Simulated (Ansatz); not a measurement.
Defect: Al vacancy in zinc-blende AlAs, charge state -3. The step: one Al atom jumps into the vacancy from a nearby Al site; the atom moves 3.89 Å along (0.00, 0.48, -0.48) of the unit cell; the moving atom starts with neighbours As at 2.43, As at 2.50, 2 As at 2.52 Å and ends with As at 2.44, As at 2.50, 2 As at 2.52 Å. A PBE band in Ansatz (plane-wave PAW, one k-point at (0.250, 0.250, 0.250), 64 host sites, 22 SCF runs with any check of the saddle's order, static, no finite-size correction) gives a forward barrier of 1.69 eV. The saddle point's order was not checked, and it lies on a symmetry element of the cell, where a band can be held. The charge state is imposed; whether it is stable for some Fermi level was not computed. Forms of the defect that were not tried may lie lower.

Single points at the band's start and saddle point can refine it. Rough cost of one point, in units of the band's mean SCF on the same machine:

```csv
Level,Cost of one point
"PBE, a 2×2×2 k-point mesh shifted by half a step",about 4
"r2SCAN at 500 eV, one k-point at (0.250, 0.250, 0.250)",about 3
```

Q: Which of these move the barrier by more than 0.1 eV, and how far does each move it?

A: PBE, a 2×2×2 k-point mesh shifted by half a step: -0.03 eV; r2SCAN at 500 eV, one k-point at (0.250, 0.250, 0.250): +0.16 eV. Each functional is compared with PBE at the same k-points.

Ansatz is an electronic-structure program.
